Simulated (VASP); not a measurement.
# CoO: an input that fails (relaxed cell and band gap)

CoO, Fm-3m (no. 225), 2 atoms in the cell.

INCAR:
```
SYSTEM = CoO
PREC     = Accurate       ! precision mode
ENCUT    = 600            ! plane-wave cutoff, eV
EDIFF    = 1E-7           ! SCF threshold, eV
ISMEAR   = 0              ! smearing method
SIGMA    = 0.02           ! smearing width, eV
LREAL    = .FALSE.        ! projectors in reciprocal space
LASPH    = .TRUE.         ! aspherical terms in the spheres
GGA_COMPAT= .FALSE.      
ALGO     = Normal         ! electronic algorithm
NELM     = 80             ! most SCF steps
ISIF     = 3              ! what is computed and relaxed
LWAVE    = .FALSE.        ! write WAVECAR
LCHARG   = .FALSE.        ! write CHGCAR
ISPIN    = 2              ! spin polarisation
MAGMOM   = 2 0            ! initial moments
LORBIT   = 11             ! projections on sites
LMAXMIX  = 4              ! l up to which the mixer works
GGA      = LIBXC          ! functional
IBRION   = 2              ! ionic algorithm
EDIFFG   = -0.005         ! ionic threshold
NSW      = 20             ! ionic steps
KPAR     = 2             
```

KPOINTS:
```
k-points
0
Gamma
  8 8 8
```

POSCAR:
```
CoO
1.0
    0.0000000000      2.1315000000      2.1315000000
    2.1315000000      0.0000000000      2.1315000000
    2.1315000000      2.1315000000      0.0000000000
Co O
1 1
Direct
    0.0000000000      0.0000000000      0.0000000000
    0.5000000000      0.5000000000      0.5000000000
```

Commands:
```
cat potpaw_PBE.64/Co/POTCAR potpaw_PBE.64/O/POTCAR > POTCAR
mpirun -np 2 vasp_std > vasp.out
```

VASP stops with:
```
XC_FOCK_READER: Libxc is attempted to be used, but neither LIBXC1 nor LIBXC2 is specified. ---->  I REFUSE TO CONTINUE WITH THIS SICK JOB ... BYE!!! <----
```

Cause: library asked for but no functional named.
